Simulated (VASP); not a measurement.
# CeO: single point with r2SCAN+U

The system is CeO.

```
CELL_PARAMETERS angstrom
0.00000 2.42596 2.42596
2.42596 0.00000 2.42596
2.42596 2.42596 0.00000
ATOMIC_POSITIONS crystal
Ce 0.50000 0.50000 0.50000
O 0.00000 0.00000 0.00000
```

The cell comes from a database or a generator and needn't be the stable form of this composition.

| Property | Result |
| --- | --- |
| Program | VASP 6.6.1 |
| Task | single point |
| Functional | r2SCAN |
| Potentials or basis | VASP PAW PBE potentials, release 64 (Ce, O) |
| Cutoff | 520 eV |
| k mesh | 7 × 7 × 7 |
| Occupations | gaussian, width 0.05 eV |
| Spin | collinear spin, ferromagnetic start |
| Starting moments | [1.0, 0.0] μB |
| Hubbard terms | Ce f U = 8 eV |
| Further INCAR settings | ALGO = Normal; EDIFF = 1e-07; NBANDS = 20 |

```json
{
  "Pressure": "21.1 GPa",
  "Band gap on the k mesh": "0.15 eV, indirect (least direct gap 0.81 eV)",
  "Net moment": "0.00 μB per cell",
  "Valence electrons inside the program's atomic spheres": "Ce 9.84; O 5.09"
}
```

Levels at points of the mesh, in eV from the valence-band top:
Spin up:
| k point | band 6 | band 7 | band 8 | band 9 | band 10 | band 11 | band 12 | band 13 |
| --- | --- | --- | --- | --- | --- | --- | --- | --- |
| (0.00, 0.00, 0.00) | -5.54 | -5.54 | -5.54 | -0.66 | 0.15 | 0.15 | 0.15 | 1.37 |
Spin down:
```tsv
k point	band 7	band 8	band 9	band 10	band 11	band 12
(0.00, 0.00, 0.00)	-5.54	-5.54	-0.66	0.15	0.15	0.15
```

Eigenvalues of the final occupation matrices:
| site | spin | trace | eigenvalues |
| --- | --- | --- | --- |
| site 1 f | 1 | 0.40 | 0.01 0.01 0.01 0.03 0.03 0.03 0.28 |
| site 1 f | 2 | 0.40 | 0.01 0.01 0.01 0.03 0.03 0.03 0.28 |

Wall time 3 min on 1 thread of Intel(R) Xeon(R) 6975P-C (Granite Rapids), with other jobs on the host, peak memory 0.22 GiB.

Caveat: the magnetic or orbital state may not be the lowest; the PAW data sets were made with another functional, which shifts forces and pressure a little; spin-orbit coupling is left out, which moves the levels of the heavy elements; an odd mesh through Γ misses points on the zone boundary, where band edges often lie.
